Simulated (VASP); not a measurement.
LiCl:

```
Cl Li
1.0
     0.00000    2.56477    2.56477
     2.56477    0.00000    2.56477
     2.56477    2.56477    0.00000
Cl Li
1 1
Cartesian
  2.5648 2.5648 2.5648
  0.0000 0.0000 0.0000
```

Program: VASP 6.6.1. Alike in all runs: no spin polarisation; cell as given; cutoff (eV) 520.

Question: Order these runs on this cell by their band gap on the k mesh, lowest first.
A. level HSE03; potentials or basis VASP PAW PBE potentials, release 64 (Cl, Li_sv); k mesh 6 × 6 × 6; smearing gaussian 0.02 eV; further INCAR settings ALGO = Normal; EDIFF = 1e-07; grid for exact exchange (PRECFOCK) Fast; ladder gaps; mesh quality not flagged
B. level LDA; potentials or basis VASP PAW LDA potentials, release 64 (Cl, Li_sv); k mesh 9 × 9 × 9; smearing gaussian 0.1 eV; further INCAR settings ALGO = Fast; EDIFF = 1e-06; mesh quality not flagged
C. level r2SCAN-EpsX; potentials or basis VASP PAW PBE potentials, release 64 (Cl, Li_sv); k mesh 5 × 5 × 5; smearing fermi-dirac 0.1 eV; further INCAR settings ALGO = Normal; EDIFF = 1e-06; grid for exact exchange (PRECFOCK) Normal; exchange at q = 0 default; share of exact exchange 0.3367; mesh quality coarse
D. level HSE06; potentials or basis VASP PAW PBE potentials, release 64 (Cl, Li_sv); k mesh 6 × 6 × 6; smearing gaussian 0.02 eV; further INCAR settings ALGO = Normal; EDIFF = 1e-07; grid for exact exchange (PRECFOCK) Fast; ladder gaps; mesh quality not flagged

Answer: B (6.00 eV), A (7.49 eV), D (7.75 eV), C (9.64 eV).

Caveats: some runs use coarse meshes; an odd mesh through Γ misses points on the zone boundary, where band edges often lie (some runs).

Not every run made on this cell is shown here.
